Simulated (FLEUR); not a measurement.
# TiTe (P6_3/mmc) in FLEUR: further runs

The runs below take TiTe through band structure, equation of state, with LDA.

Everything below comes from runs of FLEUR MaX-R8.1 (later development tree). Logs are shortened: lines on timing, memory, paths and dates and some standing lists are left out, and cuts for length are marked.

### 1 The structure

Symmetry: P6_3/mmc, No. 194, hexagonal system. Conventional cell: a = 3.842 Å, b = 3.842 Å, c = 6.403 Å, α = 90.00°, β = 90.00°, γ = 120.00°. Around Te (site symmetry -6m2) lie 6 Ti at 2.74 Å. Around Ti (site symmetry -3m) lie 6 Te at 2.74 Å.

### 2 Band structure, LDA

Contents of inp.xml:

```xml
<?xml version="1.0" encoding="UTF-8" standalone="no"?>
<fleurInput fleurInputVersion="0.39">
   <comment>
      TiTe                                                                                                
   </comment>
   <calculationSetup>
      <cutoffs Kmax="4.21" Gmax="13.0" GmaxXC="13.0" numbands="0"/>
      <scfLoop itmax="60" minDistance="0.00001" maxIterBroyd="15" imix="Anderson" alpha="0.05" precondParam="0.0" spinf="2.0" sdNocoIR="T"/>
      <coreElectrons ctail="T" frcor="F" kcrel="0" coretail_lmax="0"/>
      <xcFunctional name="vwn" relativisticCorrections="F"/>
      <magnetism jspins="1"/>
      <soc l_soc="F" theta="0.0" phi="0.0" spav="F"/>
      <expertModes spex="0" secvar="F"/>
      <geometryOptimization l_f="F" forcealpha="1.0" forcemix="BFGS" epsdisp="0.00001" epsforce="0.00001"/>
      <ldaU l_linMix="F" mixParam="0.05" spinf="1.0"/>
   </calculationSetup>
   <cell>
      <bzIntegration valenceElectrons="68.0" mode="hist" fermiSmearingEnergy="0.00183747">
         <kPointListSelection listName="default-1"/>
         <!-- k-points included here -->
         <xi:include xmlns:xi="http://www.w3.org/2001/XInclude" href="kpts.xml"> </xi:include>
      </bzIntegration>
      <!-- symmetry operations included here -->
      <xi:include xmlns:xi="http://www.w3.org/2001/XInclude" href="sym.xml"> </xi:include>
[... 37 lines left out ...]
         <lo type="SCLO" l="1" n="3" eDeriv="0"/>
         <lo type="SCLO" l="1" n="3" eDeriv="1"/>
         <lo type="SCLO" l="2" n="3" eDeriv="2"/>
         <lo type="SCLO" l="3" n="4" eDeriv="2"/>
      </species>
   </atomSpecies>
   <atomGroups>
      <atomGroup species="Tellurium (Te)">
         <relPos label="                   1">-1.000/3.000 1.000/3.000 -1.000/4.000</relPos>
         <relPos label="                   2">1.000/3.000 -1.000/3.000 1.000/4.000</relPos>
         <force calculate="T" relaxXYZ="TTT"/>
      </atomGroup>
      <atomGroup species="Titanium (Ti)">
         <relPos label="                   3">.0000000000 .0000000000 1.000/2.000</relPos>
         <relPos label="                   4">.0000000000 .0000000000 .0000000000</relPos>
         <force calculate="T" relaxXYZ="TTT"/>
      </atomGroup>
   </atomGroups>
   <output dos="F" band="F" slice="F">
      <checks vchk="F" cdinf="F"/>
      <bandDOS minEnergy="-.5*Htr" maxEnergy="0.5*Htr" sigma="0.015" storeEVData="T"/>
      <vacuumDOS vacdos="F" integ="F" star="F" nstars="0" locx1="0.0" locy1="0.0" locx2="0.0" locy2="0.0" nstm="0" tworkf="0.0"/>
      <unfoldingBand unfoldBand="F" supercellX="1" supercellY="1" supercellZ="1"/>
      <plotting iplot="0" polar="F">
         <plot TwoD="T" vec1="  1.0  0.0  0.0" vec2="  0.0  1.0  0.0" vec3="  0.0  0.0  1.0" zero="  0.0  0.0  0.0" file="plot"/>
      </plotting>
      <chargeDensitySlicing numkpt="0" minEigenval="0.0" maxEigenval="0.0" nnne="0" pallst="F"/>
      <specialOutput eonly="F"/>
      <moessbauerParams electricFieldGradient="T" isomerShift="T" coreHyperfine="T" valenceHyperfine="T"/>
      <magneticCircularDichroism mcd="F" energyLo="-10.0" energyUp="0.0"/>
   </output>
  <!-- We include the file relax.xml here to enable relaxations (see documentation) -->
  <xi:include xmlns:xi="http://www.w3.org/2001/XInclude" href="relax.xml"> <xi:fallback/> </xi:include>
</fleurInput>
```

Contents of crystal.txt:

```
TiTe
&input cartesian=F /
3.8420000000  0.0000000000  0.0000000000
-1.9210000000  3.3272696013  0.0000000000
0.0000000000  0.0000000000  6.4030000000
1.8897261246
1.0 1.0 1.0

4
52 0.6666666666  0.3333333332  0.7500000000
52 0.3333333332  0.6666666666  0.2500000000
22 -0.0000000001  -0.0000000001  0.5000000000
22 -0.0000000001  -0.0000000001  0.0000000000

&kpt div1=8 div2=8 div3=4 gamma=T /
```

Contents of inp.xml (bands):

```
<?xml version="1.0" encoding="UTF-8" standalone="no"?>
<fleurInput fleurInputVersion="0.39">
   <comment>
      TiTe                                                                                                
   </comment>
   <calculationSetup>
      <cutoffs Kmax="4.21" Gmax="13.0" GmaxXC="13.0" numbands="0"/>
      <scfLoop itmax="60" minDistance="0.00001" maxIterBroyd="15" imix="Anderson" alpha="0.05" precondParam="0.0" spinf="2.0" sdNocoIR="T"/>
      <coreElectrons ctail="T" frcor="F" kcrel="0" coretail_lmax="0"/>
      <xcFunctional name="vwn" relativisticCorrections="F"/>
      <magnetism jspins="1"/>
      <soc l_soc="F" theta="0.0" phi="0.0" spav="F"/>
      <expertModes spex="0" secvar="F"/>
      <geometryOptimization l_f="F" forcealpha="1.0" forcemix="BFGS" epsdisp="0.00001" epsforce="0.00001"/>
      <ldaU l_linMix="F" mixParam="0.05" spinf="1.0"/>
   </calculationSetup>
   <cell>
      <bzIntegration valenceElectrons="68.0" mode="hist" fermiSmearingEnergy="0.00183747">
         <kPointListSelection listName="path-1"/>
         <!-- k-points included here -->
         <xi:include xmlns:xi="http://www.w3.org/2001/XInclude" href="kpts.xml"> </xi:include>
      </bzIntegration>
      <!-- symmetry operations included here -->
      <xi:include xmlns:xi="http://www.w3.org/2001/XInclude" href="sym.xml"> </xi:include>
[... 37 lines left out ...]
         <lo type="SCLO" l="1" n="3" eDeriv="0"/>
         <lo type="SCLO" l="1" n="3" eDeriv="1"/>
         <lo type="SCLO" l="2" n="3" eDeriv="2"/>
         <lo type="SCLO" l="3" n="4" eDeriv="2"/>
      </species>
   </atomSpecies>
   <atomGroups>
      <atomGroup species="Tellurium (Te)">
         <relPos label="                   1">-1.000/3.000 1.000/3.000 -1.000/4.000</relPos>
         <relPos label="                   2">1.000/3.000 -1.000/3.000 1.000/4.000</relPos>
         <force calculate="T" relaxXYZ="TTT"/>
      </atomGroup>
      <atomGroup species="Titanium (Ti)">
         <relPos label="                   3">.0000000000 .0000000000 1.000/2.000</relPos>
         <relPos label="                   4">.0000000000 .0000000000 .0000000000</relPos>
         <force calculate="T" relaxXYZ="TTT"/>
      </atomGroup>
   </atomGroups>
   <output dos="F" band="T" slice="F">
      <checks vchk="F" cdinf="F"/>
      <bandDOS minEnergy="-.5*Htr" maxEnergy="0.5*Htr" sigma="0.015" storeEVData="T"/>
      <vacuumDOS vacdos="F" integ="F" star="F" nstars="0" locx1="0.0" locy1="0.0" locx2="0.0" locy2="0.0" nstm="0" tworkf="0.0"/>
      <unfoldingBand unfoldBand="F" supercellX="1" supercellY="1" supercellZ="1"/>
      <plotting iplot="0" polar="F">
         <plot TwoD="T" vec1="  1.0  0.0  0.0" vec2="  0.0  1.0  0.0" vec3="  0.0  0.0  1.0" zero="  0.0  0.0  0.0" file="plot"/>
      </plotting>
      <chargeDensitySlicing numkpt="0" minEigenval="0.0" maxEigenval="0.0" nnne="0" pallst="F"/>
      <specialOutput eonly="F"/>
      <moessbauerParams electricFieldGradient="T" isomerShift="T" coreHyperfine="T" valenceHyperfine="T"/>
      <magneticCircularDichroism mcd="F" energyLo="-10.0" energyUp="0.0"/>
   </output>
  <!-- We include the file relax.xml here to enable relaxations (see documentation) -->
  <xi:include xmlns:xi="http://www.w3.org/2001/XInclude" href="relax.xml"> <xi:fallback/> </xi:include>
</fleurInput>
```

Potentials or basis: all-electron, FLAPW.

Command:

```console
> inpgen -f crystal.txt -profile fastHighL
> # inp.xml edited to the form shown
> fleur_MPI
> fleur_MPI   # second run, on inp.xml (bands)
```

The log of the run:

```text
Welcome to FLEUR        (www.flapw.de)
      MaX-Release 8.1          (www.max-centre.eu)

 ========== k-point set info ==========
 Selected k-point list: default-1
 k-point list type: mesh
 8 x 8 x 4
 Number of k points: 30

 ------------Calculation Setup---------------------------
 Number of MPI-tasks      :            1
 Number of PE/node        :            1
 Number of OMP-threads    :            1
 Most efficient MPI parallelization for:
           1           2           3           5           6          10          15          30
 Additional eigenvalue parallelization possible
 Number of basis functions:          880
 Approximate size of matrices (H+S) per k-point:         0.012 GB
 --------------------------------------------------------
 Iteration:     1   Distance:       6.74472360 me/bohr^3
 Iteration:     2   Distance:       6.11924746 me/bohr^3
 Iteration:     3   Distance:       3.74426366 me/bohr^3
 Iteration:     4   Distance:       1.61957771 me/bohr^3
 Iteration:     5   Distance:       1.26288405 me/bohr^3
 Iteration:     6   Distance:       0.37005206 me/bohr^3
 Iteration:     7   Distance:       0.27536931 me/bohr^3
 Iteration:     8   Distance:       0.04635589 me/bohr^3
 Iteration:     9   Distance:       0.05010243 me/bohr^3
 Iteration:    10   Distance:       0.01111564 me/bohr^3
 Iteration:    11   Distance:       0.00133936 me/bohr^3
 Iteration:    12   Distance:       0.00167875 me/bohr^3
 Iteration:    13   Distance:       0.00016948 me/bohr^3
 Iteration:    14   Distance:       0.00003487 me/bohr^3
 Iteration:    15   Distance:       0.00003644 me/bohr^3
 Iteration:    16   Distance:       0.00002950 me/bohr^3
 Iteration:    17   Distance:       0.00001074 me/bohr^3
 Iteration:    18   Distance:       0.00000328 me/bohr^3

 ********************************************************************
 Run finished successfully
 Stop message:
   all done
 ********************************************************************
```

Wall time 2.7 min (1 thread of Arm Neoverse V2, shared host); peak memory 0.09 GiB.

What came out:

```yaml
Free_energy: -415970.2939 eV
Band_gap_along_the_path: none (metal or under the smearing width)
Valence_electrons_inside_the_program's_atomic_spheres: Te 19.76; Ti 10.31 (radii Te 2.46, Ti 2.33 bohr)
```

Levels at the corners of the path, in eV from the Fermi level:
```tsv
point	band 31	band 32	band 33	band 34	band 35	band 36	band 37	band 38
Γ	-1.07	-0.87	-0.87	-0.57	-0.57	-0.43	-0.43	0.93
M	-3.82	-3.00	-1.89	-0.09	0.53	0.67	0.79	1.12
K	-4.33	-3.94	-0.17	0.41	0.41	0.42	0.42	0.86
Γ	-1.07	-0.87	-0.87	-0.57	-0.57	-0.43	-0.43	0.93
A	-2.90	-2.90	-0.05	-0.05	-0.05	-0.05	0.28	0.28
L	-3.46	-3.46	-0.91	-0.91	0.82	0.82	1.04	1.04
H	-3.77	-3.77	-0.29	-0.29	0.43	0.43	1.22	1.22
A	-2.90	-2.90	-0.05	-0.05	-0.05	-0.05	0.28	0.28
L	-3.46	-3.46	-0.91	-0.91	0.82	0.82	1.04	1.04
M	-3.82	-3.00	-1.89	-0.09	0.53	0.67	0.79	1.12
K	-4.33	-3.94	-0.17	0.41	0.41	0.42	0.42	0.86
H	-3.77	-3.77	-0.29	-0.29	0.43	0.43	1.22	1.22
```

Core levels (eV from the Fermi level):
| atom | levels |
| --- | --- |
| 1 Te | 1s1/2 -31567.6, 2s1/2 -4837.0, 2p1/2 -4534.0, 2p3/2 -4259.9, 3s1/2 -958.9, 3p1/2 -834.1, 3p3/2 -783.0, 4s1/2 -159.8, 3d3/2 -562.0, 3d5/2 -551.4 |
| 2 Te | 1s1/2 -31567.6, 2s1/2 -4837.0, 2p1/2 -4534.0, 2p3/2 -4259.9, 3s1/2 -958.9, 3p1/2 -834.1, 3p3/2 -783.0, 4s1/2 -159.8, 3d3/2 -562.0, 3d5/2 -551.4 |
| 3 Ti | 1s1/2 -4849.8, 2s1/2 -529.8, 2p1/2 -442.1, 2p3/2 -436.4 |
| 4 Ti | 1s1/2 -4849.8, 2s1/2 -529.8, 2p1/2 -442.1, 2p3/2 -436.4 |

Caveat: spin-orbit coupling is left out, which moves the levels of the heavy elements.

### 3 Equation of state, LDA, 19.24 Å³/atom (volume scaled by 0.94)

Changes to inp.xml since step 2:

```diff
@@ -6,3 +6,3 @@
    <calculationSetup>
-      <cutoffs Kmax="4.21" Gmax="13.0" GmaxXC="13.0" numbands="0"/>
+      <cutoffs Kmax="4.34" Gmax="13.4" GmaxXC="13.4" numbands="0"/>
       <scfLoop itmax="60" minDistance="0.00001" maxIterBroyd="15" imix="Anderson" alpha="0.05" precondParam="0.0" spinf="2.0" sdNocoIR="T"/>
@@ -24,3 +24,3 @@
       <xi:include xmlns:xi="http://www.w3.org/2001/XInclude" href="sym.xml"> </xi:include>
-      <bulkLattice scale="1.0">
+      <bulkLattice scale="0.9795861087">
          <bravaisMatrix>
@@ -34,3 +34,3 @@
       <species name="Tellurium (Te)" element="Te" atomicNumber="52">
-         <mtSphere radius="2.46" gridPoints="813" logIncrement="0.016"/>
+         <mtSphere radius="2.39" gridPoints="813" logIncrement="0.016"/>
          <atomicCutoffs lmax="10" lnonsphr="10"/>
@@ -51,3 +51,3 @@
       <species name="Titanium (Ti)" element="Ti" atomicNumber="22">
-         <mtSphere radius="2.33" gridPoints="771" logIncrement="0.016"/>
+         <mtSphere radius="2.26" gridPoints="771" logIncrement="0.016"/>
          <atomicCutoffs lmax="9" lnonsphr="9"/>
```

Potentials or basis: all-electron, FLAPW.

Command:

```console
> inpgen -f crystal.txt -profile fastHighL
> # inp.xml edited to the form shown
> fleur_MPI
```

Run time: 2.5 min. Hardware: 1 thread of Arm Neoverse V2, shared host; peak memory 0.1 GiB.

It converged, with:

```
Free energy                                           : -415970.1666 eV
Band gap on the k mesh                                : none (metal or under the smearing width)
Valence electrons inside the program's atomic spheres : Te 19.56; Ti 10.24 (radii Te 2.39, Ti 2.26 bohr)
```

### 4 Equation of state, LDA, 19.64 Å³/atom (volume scaled by 0.96)

Changes to inp.xml since step 3:

```diff
@@ -24,3 +24,3 @@
       <xi:include xmlns:xi="http://www.w3.org/2001/XInclude" href="sym.xml"> </xi:include>
-      <bulkLattice scale="0.9795861087">
+      <bulkLattice scale="0.9864848297">
          <bravaisMatrix>
```

Command:

```console
> inpgen -f crystal.txt -profile fastHighL
> # inp.xml edited to the form shown
> fleur_MPI
```

It took 2.7 min on 1 thread of Arm Neoverse V2, shared host; peak memory 0.1 GiB.

It converged, with:

```
Free energy                                           : -415970.2345 eV
Band gap on the k mesh                                : none (metal or under the smearing width)
Valence electrons inside the program's atomic spheres : Te 19.54; Ti 10.21 (radii Te 2.39, Ti 2.26 bohr)
```

### 5 Equation of state, LDA, 20.46 Å³/atom

Changes to inp.xml since step 4:

```diff
@@ -24,3 +24,3 @@
       <xi:include xmlns:xi="http://www.w3.org/2001/XInclude" href="sym.xml"> </xi:include>
-      <bulkLattice scale="0.9864848297">
+      <bulkLattice scale="1.0000000000">
          <bravaisMatrix>
```

Command:

```console
> inpgen -f crystal.txt -profile fastHighL
> # inp.xml edited to the form shown
> fleur_MPI
```

Wall time 2.9 min (1 thread of Arm Neoverse V2, shared host); peak memory 0.1 GiB.

It converged, with:

```
Free energy                                           : -415970.2927 eV
Band gap on the k mesh                                : none (metal or under the smearing width)
Valence electrons inside the program's atomic spheres : Te 19.51; Ti 10.16 (radii Te 2.39, Ti 2.26 bohr)
```

### 6 Equation of state, LDA, 21.28 Å³/atom (volume scaled by 1.04)

Changes to inp.xml since step 5:

```diff
@@ -24,3 +24,3 @@
       <xi:include xmlns:xi="http://www.w3.org/2001/XInclude" href="sym.xml"> </xi:include>
-      <bulkLattice scale="1.0000000000">
+      <bulkLattice scale="1.0131594038">
          <bravaisMatrix>
```

Potentials or basis: all-electron, FLAPW.

Command:

```console
> inpgen -f crystal.txt -profile fastHighL
> # inp.xml edited to the form shown
> fleur_MPI
```

It took 3.1 min on 1 thread of Arm Neoverse V2, shared host; peak memory 0.1 GiB.

Results (log left out):

| Item | Value |
| --- | --- |
| Free energy | -415970.2648 eV |
| Band gap on the k mesh | none (metal or under the smearing width) |
| Valence electrons inside the program's atomic spheres | Te 19.48; Ti 10.12 (radii Te 2.39, Ti 2.26 bohr) |

### 7 Equation of state, LDA, 21.69 Å³/atom (volume scaled by 1.06)

Changes to inp.xml since step 6:

```diff
@@ -24,3 +24,3 @@
       <xi:include xmlns:xi="http://www.w3.org/2001/XInclude" href="sym.xml"> </xi:include>
-      <bulkLattice scale="1.0131594038">
+      <bulkLattice scale="1.0196128224">
          <bravaisMatrix>
```

Command:

```console
> inpgen -f crystal.txt -profile fastHighL
> # inp.xml edited to the form shown
> fleur_MPI
```

Wall time 3.3 min (1 thread of Arm Neoverse V2, shared host); peak memory 0.1 GiB.

Results (log left out):

| Property | Result |
| --- | --- |
| Free energy | -415970.2239 eV |
| Band gap on the k mesh | none (metal or under the smearing width) |
| Valence electrons inside the program's atomic spheres | Te 19.47; Ti 10.10 (radii Te 2.39, Ti 2.26 bohr) |

### 8 Equation of state, LDA

Potentials or basis: all-electron, FLAPW.

This step only gathers the single runs of the series.

Results:

```yaml
Equilibrium_volume: 20.58 Å³/atom
Bulk_modulus_at_fixed_shape_and_positions: 102 GPa
Pressure_derivative_of_the_bulk_modulus: "4.5 (rough: it moves with the points fitted)"
```

Energy against volume, from the lowest point:
| volume (Å³/atom) | energy (meV/atom) |
| --- | --- |
| 19.235 | 31.55 |
| 19.644 | 14.57 |
| 20.463 | 0.00 |
| 21.281 | 6.99 |
| 21.691 | 17.22 |

Caveat: the cell was scaled at fixed shape and fractional positions, which overstates the stiffness of a crystal with free parameters, most of all of layers and chains.
